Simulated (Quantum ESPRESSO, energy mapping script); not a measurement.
Entries from a set of simulations; values are calculated unless marked as measured.

### MnS (Browneite): exchange couplings from total energies (isotropic strain to volume × 1.06)

The structure is cubic, space group F-43m (No. 216). The conventional cell has a = 5.710 Å, b = 5.710 Å, c = 5.710 Å, α = 90.00°, β = 90.00°, γ = 90.00°. Mn has 4 S at 2.47 Å nearest. Nearest to S lie 4 Mn at 2.47 Å. Farther neighbours and most contacts between anions are not listed.

| Item | Value |
| --- | --- |
| method | PBE with U = 4 eV on Mn d, ortho-atomic projectors, GBRV potentials (and 1 further level or step) |
| program | Quantum ESPRESSO 7.5 and energy mapping script 1 |
| settings of one run | cutoff 612.26 eV, 5×5×4 k-mesh, Fermi-Dirac occupations, smearing width 0.05 eV, collinear spin, GBRV 1.5 ultrasoft, starting moments 4.5 -4.5 0 0 μB |
| notes | Level: PBE with U = 4 eV on Mn d, ortho-atomic projectors, Quantum ESPRESSO with GBRV potentials. Isotropic strain to volume × 1.06. The state is antiferromagnetic; only a few collinear orders were tried. Couplings are for E = −Σ J e·e over ordered pairs of unit vectors. |
| lowest order tried | compensated +− in cell A |
| largest fitted value, Mn–Mn at 4.04 Å | -4.68 meV |
| ordering temperature, mean field | 142 K |
| heat-capacity peak, Monte Carlo | 45.2 K |

Of the orders tried, MnS (Browneite) (isotropic strain to volume × 1.06) prefers the order “compensated +− in cell A” under PBE+U (4 eV), QE, GBRV, with 8 of 12 neighbours at 4.04 Å, 0 of 6 neighbours at 5.71 Å and 16 of 24 neighbours at 6.99 Å opposed, and the heat capacity of the fitted model peaks near 45 K (Monte Carlo, classical spins). The model's best pattern is not among the orders that were run. The largest fitted coupling is the Mn–Mn pair at 4.04 Å, antiferromagnetic at -4.7 meV, across a ligand at about 109°.

**Spin model of MnS (Browneite) from collinear orders**

Symmetry: F-43m, No. 216, cubic system. Conventional cell: a = 5.600 Å, b = 5.600 Å, c = 5.600 Å, α = 90.00°, β = 90.00°, γ = 90.00°. Nearest to Mn lie 4 S at 2.42 Å. Nearest to S lie 4 Mn at 2.42 Å. Farther neighbours and most contacts between anions are not listed.

```
Mn S
1.0
     0.00000   -2.80000   -2.80000
     0.00000    2.80000   -2.80000
     5.60000    0.00000    0.00000
Mn S
2 2
Direct
  0.50000 0.50000 0.50000
  0.00000 0.00000 0.00000
  0.00000 0.50000 0.75000
  0.50000 0.00000 0.25000
```

- method: PBE with U = 4 eV on Mn d, ortho-atomic projectors, GBRV potentials (and 1 further level or step)
- program: Quantum ESPRESSO 7.5 and energy mapping script 1
- settings of one run: cutoff 612.26 eV, 5×5×4 k-mesh, Fermi-Dirac occupations, smearing width 0.05 eV, collinear spin, GBRV 1.5 ultrasoft, starting moments 4.5 -4.5 0 0 μB
- notes: Level: PBE with U = 4 eV on Mn d, ortho-atomic projectors, Quantum ESPRESSO with GBRV potentials. Isotropic strain to volume × 1. The state is antiferromagnetic; only a few collinear orders were tried. Couplings are for E = −Σ J e·e over ordered pairs of unit vectors.
- lowest order tried: compensated +− in cell A
- largest fitted value, Mn–Mn at 3.96 Å: -6.47 meV
- ordering temperature, mean field: 195 K
- heat-capacity peak, Monte Carlo: 62.4 K

Of the orders tried, MnS (Browneite) prefers the order “compensated +− in cell A” under PBE+U (4 eV), QE, GBRV, with 8 of 12 neighbours at 3.96 Å, 0 of 6 neighbours at 5.60 Å and 16 of 24 neighbours at 6.86 Å opposed, and the heat capacity of the fitted model peaks near 62 K (Monte Carlo, classical spins). The model's best pattern is not among the orders that were run. The largest fitted coupling is the Mn–Mn pair at 3.96 Å, antiferromagnetic at -6.5 meV, across a ligand at about 109°.

[Logs and program files are shortened in this print: banners, set-up blocks, solver, clock and traceback lines can be left out without a mark of their own.]

[Logs are printed without paths, hosts, clocks, repeated set-up lines and the standing remarks that a program may print on its own settings, such as how far it seeks lower states.]

[Hosts, paths, dates, database ids (printed as entryN), source tags and the programs' standing remarks are cut or masked in the printed files.]

[Where a cell is said to come from a database of computed structures, the database is the Materials Project.]
